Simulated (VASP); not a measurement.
A run of VASP 6.6.1 is set up as follows.

INCAR

```
ALGO = Normal
EDIFF = 1E-6
ENCUT = 520
ISIF = 2
ISMEAR = 0
ISPIN = 2
LASPH = T
LCHARG = F
LMAXMIX = 4
LORBIT = 11
LREAL = F
LWAVE = F
MAGMOM = 1 0
NELM = 120
PREC = Accurate
SIGMA = 0.02
```

Contents of KPOINTS:

```
k-points
0
Gamma
  11 11 11
```

File POSCAR:

```
NiO
1.0
    0.0000000000      2.0913095100      2.0913095100
    2.0913095100      0.0000000000      2.0913095100
    2.0913095100      2.0913095100      0.0000000000
Ni O
1 1
Direct
    0.0000000000      0.0000000000      0.0000000000
    0.5000000000      0.5000000000      0.5000000000
```

Potentials or basis: VASP PAW LDA potentials, release 64 (Ni, O).

The run is started by

```bash
$ cat potpaw_LDA.64/Ni/POTCAR potpaw_LDA.64/O/POTCAR > POTCAR
$ mpirun -np 1 vasp_std > vasp.out
```

Problem. Estimate the site moments.

Solution. Ni +0.30; O +0.05 μB.

Problem. Predict the pressure.

Solution. -21.2 GPa.

Caveat: so large a pressure means that the cell lies far from this level's equilibrium, or that cutoff or potentials fall short; semilocal functionals often make such compounds metallic where correlation or magnetic order opens a gap, which also shifts bond lengths.

The gap isn't set beside the measured one, since this odd mesh misses points on the zone boundary.
